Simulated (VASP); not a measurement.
Write the native input for VASP 6.6.1 that does the following.

| Item | Value |
| --- | --- |
| Task | single point |
| Functional | PBE |
| Potentials or basis | VASP PAW PBE potentials, release 64 (Si, O) |
| Cutoff | 520 eV |
| k mesh | 2 × 2 × 2 |
| Occupations | gaussian, width 0.01 eV |
| Spin | no spin polarisation |
| Dipole correction | no |
| Further INCAR settings | LREAL = Auto; ALGO = Fast; EDIFF = 1e-06; NBANDS = 116 |

The structure of Si12O23 (a cell with a defect) lies in POSCAR:

```
Si12O23
1.0
    0.0000000000      8.7905142414      0.0000000000
    7.6531893309     -4.3952571207      0.0208475581
   -4.8833025702      0.0000000000     -8.4332051844
Si O
12 23
Direct
    0.7807605489      0.8943405432      0.2854348427
    0.4341175871      0.2390071040      0.2894093343
    0.1226256270      0.5824907353      0.2824611122
    0.0662639944      0.8116626825      0.1411944218
    0.7500692634      0.1798279381      0.1954165952
    0.3932878828      0.4634132557      0.1218772804
    0.3069554365      0.2667088812      0.8272603623
    0.9504399772      0.5558392222      0.7564236848
    0.6350463646      0.9244470104      0.8108947602
    0.9249304283      0.1513266208      0.6651419253
    0.5720071696      0.4911736800      0.6674911249
    0.2623564127      0.8407449022      0.6612377077
    0.0122036830      0.6885584356      0.9488336923
    0.6868114109      0.0542081920      1.0028199452
    0.1417465855      0.2645558351      0.7454882198
    0.7812515159      0.5513531261      0.6825463413
    0.4720428857      0.9235041696      0.7323314028
    0.8133570875      0.0287067718      0.7536673022
    0.4814371278      0.3666543026      0.7607548701
    0.1218537489      0.6573066108      0.6906465607
    0.8594675647     -0.0113792425      0.4751648384
    0.4586459624      0.3595870501      0.4800361868
    0.2252555388      0.7539825859      0.4700104517
    0.0296783532      0.6574401695      0.2049858296
    0.7209729427      0.0308464734      0.2626676135
    0.3679838579      0.3210817187      0.1972102928
    0.6063543175      0.6595343569      0.1992978135
    0.2806372951     -0.0018435021      0.2138916201
    0.9638023685      0.3669115095      0.2634078644
    0.9406099733      0.9014706385      0.1986433206
    0.6278342744      0.2717615531      0.2610064564
    0.2641995930      0.5500817160      0.1839557349
    0.2377327014      0.0289221191      0.7563744131
    0.8859749432      0.3238054886      0.6952862006
    0.5699010969      0.6941553957      0.7549196214
```

The cell isn't the ideal one: O vacancy (site a), charge +0, atoms relaxed at the host's cell.

One way to write it, as run:

INCAR

```
  PREC = Accurate
  ENCUT = 520
  EDIFF = 1E-6
  ISMEAR = 0
  SIGMA = 0.01
  LREAL = Auto
  LASPH = True
  NELM = 100
  ALGO = Fast
  ISIF = 2
  LWAVE = False
  LCHARG = False
  GGA = PE
  NBANDS = 116
```

KPOINTS

```
Automatic mesh
0
Gamma
  2 2 2
```

Potentials or basis: VASP PAW PBE potentials, release 64 (Si, O).

The run is started by

```console
$ cat potpaw_PBE.64/Si/POTCAR potpaw_PBE.64/O/POTCAR > POTCAR
$ mpirun -np 1 vasp_std > vasp.out
```

It gave:

* Pressure: -1.6 GPa
* Largest force: 0.057 eV/Å
* Band gap on the k mesh: 5.36 eV, indirect (least direct gap 5.63 eV)

Caveat: the k mesh is coarse (spacing up to 0.48 Å⁻¹), so the values aren't converged.

It took 14 min on 1 thread of Intel(R) Xeon(R) 6975P-C (Granite Rapids) (shared host), peak memory 0.89 GiB.
